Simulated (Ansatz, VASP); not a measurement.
Ta2N in VASP and in Ansatz

File INCAR:

```
SYSTEM = Ta2N
PREC = Accurate ; ENCUT = 520
EDIFF = 1E-6 ; ISMEAR = -1
SIGMA = 0.05 ; LREAL = .False.
LASPH = .True. ; NELM = 80
ALGO = Normal ; ISIF = 2
LWAVE = .False. ; LCHARG = .False.
GGA = CA ; NBANDS = 20
```

KPOINTS

```
Automatic mesh
0
Gamma
  10 10 6
  0 0 0
```

File POSCAR:

```
Ta2N
1.0
    3.1334770837      0.0000000000      0.0000000000
   -1.5667385418      2.7136707566      0.0000000000
    0.0000000000      0.0000000000      4.9020925425
Ta N
2 1
Direct
    0.3333333333      0.6666666667      0.2547110000
    0.6666666667      0.3333333333      0.7452890000
    0.0000000000      0.0000000000      0.0000000000
```

The input input.yaml:

```yaml
crystal:
  lattice:
    - [3.1334770837, 0.0, 0.0]
    - [-1.5667385418, 2.7136707566, 0.0]
    - [0.0, 0.0, 4.9020925425]
  atoms:
    - { symbol: Ta, position: [0.3333333333, 0.6666666667, 0.254711] }
    - { symbol: Ta, position: [0.6666666667, 0.3333333333, 0.745289] }
    - { symbol: "N", position: [0.0, 0.0, 0.0] }
hamiltonian:
  xc: lda
  pseudopotentials: { kind: paw }
kpoints:
  mp_grid: { grid: [10, 10, 6] }
scf:
  occupations: { method: fermi_dirac, width: 0.05 }
output:
  forces: true
  stress: true
  eigenvalues: true
```

The cell comes from a database or a generator and needn't be the stable form of this composition.

Alike in both runs: task single point; functional LDA; k mesh 10 × 10 × 6; occupations fermi-dirac, width 0.05 eV; no spin polarisation.

|  | VASP | Ansatz |
| --- | --- | --- |
| version | VASP 6.6.1 | Ansatz 0.2.0 |
| potentials or method | VASP PAW LDA potentials, release 64 (Ta_pv, N) | Ansatz PAW |
| plane-wave cutoff (eV) | 520 | 420 |
| valence electrons in the cell | 27 | 31 |

|  | VASP | Ansatz | Ansatz less VASP |
| --- | --- | --- | --- |
| gap on the k mesh at the Fermi level (eV) | none | none | - |
| pressure (GPa) | -18.1 | -19.3 | -1.18 |
| largest component of the traceless stress (GPa) | 0.00 | 0.08 | +0.076 |
| rms of the force components (eV/Å) | 0.240 | 0.257 | +0.0173 |

Atom by atom the forces differ by 0.017 eV/Å (rms over components). A gap of «none» marks a metal or a gap that the smearing closes. The two sets of potentials don't hold the same shells in valence.

Caveats: so large a pressure means that the cell lies far from this level's equilibrium, or that cutoff or potentials fall short (VASP); the pressure holds a Pulay correction of +0.3 GPa for the finite cutoff (Ansatz); the PAW data sets come from PBE, with cores solved anew for the run's functional, which leaves a small shift of forces and pressure (Ansatz). The runs have no spin-orbit coupling, so splittings on Ta are missing.
